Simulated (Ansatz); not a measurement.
# Mg/GaN/Hf: conductance for both polarities

Wanted: the change of resistance of Mg/GaN/Hf with the barrier's polarity. The lower electrode is Mg hcp(0001), the upper one Hf hcp(0001); the barrier is GaN wurtzite(0001) (whole bilayers). In the first transport cell, after relaxation, the nearest pair of electrode and barrier is Mg–N at 2.04 Å, along the normal, at the lower face and Hf–Ga at 2.99 Å, at a slant, at the upper one. All share a net of side 3.205 Å, which strains the lower electrode by +0.5 %, the upper one by +0.2 % and the barrier by -0.5 %, against typed lattice constants near PBE's. The first steps treat the bulk electrodes alone.

Main program and level: Ansatz 0.2.0; PBE DFT, plane waves, PAW files, in the first sound run; inputs show where later runs differ.

This is a report of a sequence of runs, with most program output left out.

## Step 1: Starting point

The structure is hexagonal, space group P6_3/mmc (No. 194). The conventional cell has a = 3.205 Å, b = 3.205 Å, c = 5.173 Å, α = 90.00°, β = 90.00°, γ = 120.00°. Nearest to Mg lie 12 Mg at 3.18 to 3.21 Å.

## Step 2: The strained electrode, electrode Mg hcp(0001)

The electrode is held to the junction's net and relaxed along the normal; its spacing is used for the ideal lead layers.

The input, input.yaml:

```yaml
crystal:
  lattice:
    - [3.205, 0.0, 0.0]
    - [-1.6025, 2.7756114191, 0.0]
    - [0.0, 0.0, 5.1729169279]
  atoms:
    - { symbol: Mg, position: [0.0, 0.0, 0.0] }
    - { symbol: Mg, position: [0.3333333333, 0.6666666667, 0.5] }
kpoints:
  mp_grid: { grid: [12, 12, 6] }
scf:
  occupations: { method: fermi_dirac, width: 0.1 }
  max_iter: 150
hamiltonian:
  xc: pbe
relax:
  f_tol: 0.01
  max_steps: 40
  cell: { fix: [a, b, angles] }
```

Command:

```
$ ansatz run input.yaml --threads 4 --pin off --max-ram 10240MiB --backend cpu --events-out ev --progress --plain --runs-dir out
```

Run time: 1.6 s. Hardware: 4 threads of Arm Neoverse V2, shared host; peak memory 0.32 GiB.

The steps of the relaxation:

```
step  energy less that of the first step (eV)  largest force component (eV/Å)  pressure (GPa)  volume (Å³)
   1                                   0.0000                          0.0000           -0.06        46.02
   2                                  -0.0001                          0.0000            0.00        45.93
   3                                  -0.0001                          0.0000            0.03        45.90
  4*                                  -0.0001                          0.0000            0.03        45.90
```

Relaxation steps marked * repeat the geometry before them on a plane-wave basis chosen anew for their cell, so energy and pressure can jump there.

The run keeps the 24 symmetry operations that it works with, so distortions that break them were not tested.

```
conventional cell, symmetrised  before  after  change
                         a (Å)   3.205  3.205  -0.0 %
                         b (Å)   3.205  3.205  -0.0 %
                         c (Å)   5.173  5.160  -0.3 %
              volume (Å³/atom)   23.01  22.95  -0.3 %
```

Final coordinates:

```xyz
2
Lattice="3.2050 0.0000 0.0000 -1.6025 2.7756 0.0000 0.0000 0.0000 5.1598" Properties=species:S:1:pos:R:3 pbc="T T T"
Mg    0.0000    0.0000    0.0000
Mg    0.0000    1.8504    2.5799
```

This step gave:

```
free energy  : -3847.6227 eV
Fermi energy : 5.624 eV
pressure     : 0.02887 GPa
```

The cell shrank by 0.3 % in volume.

## Step 3: The strained electrode, electrode Hf hcp(0001)

System of this step: Hf. It takes space group P6_3/mmc (No. 194, hexagonal). Conventional cell: a = 3.205 Å, b = 3.205 Å, c = 5.044 Å, α = 90.00°, β = 90.00°, γ = 120.00°. Nearest to Hf lie 12 Hf at 3.13 to 3.21 Å.

input.yaml, the sections that differ from step 2:

```yaml
crystal:
  lattice:
    - [3.205, 0.0, 0.0]
    - [-1.6025, 2.7756114191, 0.0]
    - [0.0, 0.0, 5.0444765625]
  atoms:
    - { symbol: Hf, position: [0.0, 0.0, 0.0] }
    - { symbol: Hf, position: [0.3333333333, 0.6666666667, 0.5] }
# kpoints, scf, hamiltonian, relax: as in step 2
```

The job ended after 4.6 s (4 threads; peak memory 0.41 GiB).

The steps of the relaxation:

```
step  energy less that of the first step (eV)  largest force component (eV/Å)  pressure (GPa)  volume (Å³)
   1                                   0.0000                          0.0000            0.57        44.87
   2                                  -0.0002                          0.0000           -0.53        45.33
   3                                  -0.0008                          0.0000           -0.05        45.13
  4*                                  -0.0009                          0.0000           -0.05        45.13
```

Relaxation steps marked * repeat the geometry before them on a plane-wave basis chosen anew for their cell, so energy and pressure can jump there.

Forces are held to the 24 operations that the run works with; a distortion that breaks them can't arise in this run.

```
conventional cell, symmetrised  before  after  change
                         a (Å)   3.205  3.205  -0.0 %
                         b (Å)   3.205  3.205  -0.0 %
                         c (Å)   5.044  5.073  +0.6 %
              volume (Å³/atom)   22.44  22.56  +0.6 %
```

The relaxed structure:

```cif
data_structure
_symmetry_space_group_name_H-M 'P 1'
_symmetry_Int_Tables_number 1
_cell_length_a 3.2050
_cell_length_b 3.2050
_cell_length_c 5.0731
_cell_angle_alpha 90.000
_cell_angle_beta 90.000
_cell_angle_gamma 120.000
_cell_volume 45.13
loop_
_atom_site_label
_atom_site_type_symbol
_atom_site_fract_x
_atom_site_fract_y
_atom_site_fract_z
_atom_site_occupancy
Hf1 Hf 0.00000 0.00000 0.00000 1
Hf2 Hf 0.33333 0.66667 0.50000 1
```

This step gave:

- free energy: -31442.7506 eV
- Fermi energy: 19.71 eV
- pressure: -0.05258 GPa

## Step 4: Relaxing the interfaces, box 44.4 Å, polarity N face on the lower electrode

System of this step: Mg/GaN/Hf. The cell holds 16 atoms: 4 Mg, 4 N, 4 Ga and 4 Hf. Cell: a = 3.205 Å, b = 3.205 Å, c = 44.415 Å, α = 90.0°, β = 90.0°, γ = 120.0°. Vacuum lies along c.

The starting distances are typed guesses, too rough for a quantity that is exponential in distance. A short slab in vacuum serves: only the barrier and the layers next to it are taken over, and later cells can add or drop layers in the barrier's middle. The dipole correction removes the field that unlike faces would set up across the vacuum.

The input, input.yaml:

```yaml
crystal:
  lattice:
    - [3.205, 0.0, 0.0]
    - [-1.6025, 2.7756114191, 0.0]
    - [0.0, 0.0, 44.4150538414]
  atoms:
    - { symbol: Mg, position: [0.33333333, 0.66666667, 0.1801191107] }
    - { symbol: Mg, position: [0.0, 0.0, 0.2383529355] }
    - { symbol: Mg, position: [0.33333333, 0.66666667, 0.2965867603] }
    - { symbol: Mg, position: [0.0, 0.0, 0.3548205851] }
    - { symbol: "N", position: [0.0, 0.0, 0.4036778939] }
    - { symbol: Ga, position: [0.33333333, 0.66666667, 0.4182365095] }
    - { symbol: "N", position: [0.33333333, 0.66666667, 0.4628592581] }
    - { symbol: Ga, position: [0.0, 0.0, 0.4774178737] }
    - { symbol: "N", position: [0.0, 0.0, 0.5220406223] }
    - { symbol: Ga, position: [0.33333333, 0.66666667, 0.5365992379] }
    - { symbol: "N", position: [0.33333333, 0.66666667, 0.5812219866] }
    - { symbol: Ga, position: [0.0, 0.0, 0.5957806022] }
    - { symbol: Hf, position: [0.33333333, 0.66666667, 0.6495171457] }
    - { symbol: Hf, position: [0.0, 0.0, 0.7063050602] }
    - { symbol: Hf, position: [0.33333333, 0.66666667, 0.7630929748] }
    - { symbol: Hf, position: [0.0, 0.0, 0.8198808893] }
kpoints:
  mp_grid: { grid: [8, 8, 1] }
scf:
  occupations: { method: fermi_dirac, width: 0.1 }
  max_iter: 150
hamiltonian:
  xc: pbe
efield:
  axis: 3
  dipole_correction: true
relax:
  f_tol: 0.04
  max_steps: 90
output:
  forces: true
```

It took 48 s on 4 threads; peak memory 1.4 GiB; 3.1 min of CPU time.

The steps of the relaxation:

```
step  energy less that of the first step (eV)  largest force component (eV/Å)
   1                                   0.0000                          0.8131
   2                                  -0.0919                          1.0386
   3                                  -0.1649                          0.1653
   4                                  -0.1666                          0.0303
   5                                  -0.1666                          0.0302
```

The run keeps the 6 symmetry operations that it works with, so distortions that break them were not tested.

The atoms that moved most (Å):

```
atom     dx     dy      dz  length
 Mg1  0.000  0.000   0.259   0.259
 Mg2  0.000  0.000   0.254   0.254
 Mg3  0.000  0.000   0.188   0.188
Hf16  0.000  0.000  -0.138   0.138
Hf14  0.000  0.000  -0.109   0.109
 Mg4  0.000  0.000   0.074   0.074
Ga10  0.000  0.000  -0.073   0.073
 Ga8  0.000  0.000  -0.071   0.071
```

Final coordinates:

```cif
data_structure
_symmetry_space_group_name_H-M 'P 1'
_symmetry_Int_Tables_number 1
_cell_length_a 3.2050
_cell_length_b 3.2050
_cell_length_c 44.4151
_cell_angle_alpha 90.000
_cell_angle_beta 90.000
_cell_angle_gamma 120.000
_cell_volume 395.11
loop_
_atom_site_label
_atom_site_type_symbol
_atom_site_fract_x
_atom_site_fract_y
_atom_site_fract_z
_atom_site_occupancy
Mg1 Mg 0.33333 0.66667 0.18595 1
Mg2 Mg 0.00000 0.00000 0.24406 1
Mg3 Mg 0.33333 0.66667 0.30081 1
Mg4 Mg 0.00000 0.00000 0.35649 1
N5 N 0.00000 0.00000 0.40233 1
Ga6 Ga 0.33333 0.66667 0.41671 1
N7 N 0.33333 0.66667 0.46156 1
Ga8 Ga 0.00000 0.00000 0.47581 1
N9 N 0.00000 0.00000 0.52064 1
Ga10 Ga 0.33333 0.66667 0.53495 1
N11 N 0.33333 0.66667 0.57970 1
Ga12 Ga 0.00000 0.00000 0.59538 1
Hf13 Hf 0.33333 0.66667 0.64822 1
Hf14 Hf 0.00000 0.00000 0.70385 1
Hf15 Hf 0.33333 0.66667 0.76325 1
Hf16 Hf 0.00000 0.00000 0.81678 1
```

This step gave:

| Quantity | Value |
| --- | --- |
| free energy | -87250.8154 eV |
| Fermi energy | 7.020 eV |

The largest force component on a free atom ends at 0.030 eV/Å. At one or more of this run's solves the program warned of density in the dipole ramp over its bound, where dipole, forces and levels can be off.

(Continued in part 2 of 3.)

[Logs are printed without paths, hosts, clocks, repeated set-up lines and the standing remarks that a program may print on its own settings, such as how far it seeks lower states.]

[Hosts, paths, dates, database ids (printed as entryN), source tags and the programs' standing remarks are cut or masked in the printed files.]
